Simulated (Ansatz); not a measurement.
**W (dhcp): energy against volume**

These are results of Ansatz, DFT, revPBE, plane waves (420 eV) with PAW, scalar-relativistic, not measurements. (PAW data from PBE, frozen cores regenerated.)

The cell is scaled uniformly from the relaxed one, with fractional coordinates and shape fixed. Energies are extrapolated to zero smearing, pressures are those at the given smearing. Magnetic state: spin not included.

A Birch-Murnaghan fit gives V₀ = 16.64 Å³/atom, B₀ = 275 GPa, B₀′ = 4.1.

Question: What are the energy above the minimum and the pressure at 15.985 Å³/atom?

Answer: 23.8 meV/atom and 12.18 GPa as computed.

Question: What are the energy above the minimum and the pressure at 17.318 Å³/atom?

Answer: 22.1 meV/atom and -9.98 GPa as computed.

Question: What are the energy above the minimum and the pressure at 18.650 Å³/atom?

Answer: 171.7 meV/atom and -24.62 GPa as computed.
